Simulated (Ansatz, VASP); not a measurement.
## TiN (Osbornite) in VASP and in Ansatz

```xyz
2
Lattice="0.0000 2.1027 2.1027 2.1027 0.0000 2.1027 2.1027 2.1027 0.0000" Properties=species:S:1:pos:R:3 pbc="T T T"
Ti    0.0000    0.0000    0.0000
N     2.1027    2.1027    2.1027
```

Alike in both runs: functional r2SCAN; k mesh 14 × 14 × 14; occupations fermi-dirac, width 0.1 eV; no spin polarisation.

Ansatz relaxed the structure, and its values are those at the end. VASP's run is a single point on that final structure, the one shown.

|  | VASP | Ansatz |
| --- | --- | --- |
| version | VASP 6.6.1 | Ansatz 0.2.0 |
| potentials or method | VASP PAW PBE potentials, release 64 (Ti_sv, N) | PAW plane waves |
| plane-wave cutoff (eV) | 520 | 500 |
| valence electrons in the cell | 17 | 17 |

Ansatz gave:

- pressure (GPa): 6.3

Task: What did VASP give for the same quantities?

Result: Pressure (GPa): 7.7.

Ansatz warned: «stress_scf_threshold_loose».

Caveats: the PAW data sets were made with another functional, which shifts forces and pressure a little (VASP).
